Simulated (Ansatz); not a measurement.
# SiO2 under pressure: fit and missing row

SiO2, Fddd, a = 4.694 Å, b = 9.397 Å, c = 14.684 Å. This isn't the usual stable structure of the compound. Ansatz: LDA, PAW, 420 eV, Γ-centred 6×6×6 mesh on 12 atoms, Gaussian smearing 0.02 eV; no spin polarisation. Cell and atoms are relaxed at each pressure, and no other structure is tried, so the rows at high pressure may lie past a change of phase.

| V (Å³/atom) | P (GPa) |
| --- | --- |
| 10.991 | 29.99 |
| ? | 15.00 |
| 12.705 | 7.99 |
| 13.177 | 3.04 |
| 13.495 | -0.01 |
| 13.838 | -3.02 |

Take V0 = 13.495 Å³/atom, count pressures from its P0 = -0.01 GPa, fit the third-order Birch–Murnaghan form to the other rows, and predict the missing volume.

With the Eulerian strain f = ½[(V0/V)^(2/3) − 1] and y = (P − P0)/[3f(1 + 2f)^(5/2)], the form is the line y = B0 + 1.5 B0 (B0′ − 4) f. Rows (f, y): 0.07332, 96.9; 0.02052, 117.5; 0.00801, 122.0; -0.00830, 126.0. Means f = 0.02339, y = 115.60; Σ(Δf)² = 0.003742, ΣΔfΔy = -1.367; the slope is their ratio. y = 124.1 − 365.3 f GPa, so B0 = 124.1 GPa and B0′ = 4 + 2 × (-365.3)/(3 × 124.1) = 2.04. P = 15.00 GPa is met at f = 0.03781 (y = 110.29), so V = V0 (1 + 2f)^(−3/2) = 12.097 Å³/atom. The run gave 12.116 Å³/atom, so the fit is 0.019 Å³/atom too low, 0.67 % of the span of the series, against an rms of 0.006 Å³/atom on the fitted rows. The points of y bend away from a line: a fourth-order term fitted to them gives P = 14.96 GPa at this row's volume (the line 14.77, the run 15.00). With a term in f² added B0′ becomes 2.52, so this figure hangs on the form.